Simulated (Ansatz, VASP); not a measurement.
## One calculation of Hf, two programs

```
CELL_PARAMETERS angstrom
3.10019 0.00000 0.00000
-1.55010 2.68484 0.00000
0.00000 0.00000 4.92337
ATOMIC_POSITIONS crystal
Hf 0.33333 0.66667 0.25000
Hf 0.66667 0.33333 0.75000
```

Alike in both runs: functional PBE; k mesh 14 × 14 × 8; occupations fermi-dirac, width 0.08 eV; no spin polarisation.

Ansatz relaxed the structure, and its values are those at the end. VASP's run is a single point on that final structure, the one shown.

|  | VASP | Ansatz |
| --- | --- | --- |
| version | VASP 6.6.1 | Ansatz 0.2.0 |
| potentials or method | VASP PAW PBE potentials, release 64 (Hf_pv) | PAW with Ansatz's default frozen-core files, scalar-relativistic |
| plane-wave cutoff (eV) | 520 | 420 |
| valence electrons in the cell | 20 | 52 |

VASP gave:

```
pressure (GPa) : 11.6
```

Problem. Estimate Ansatz's values.

Solution. Pressure (GPa): 12.0.

The two sets of potentials don't hold the same shells in valence.

The runs have no spin-orbit coupling, so splittings on Hf are missing.
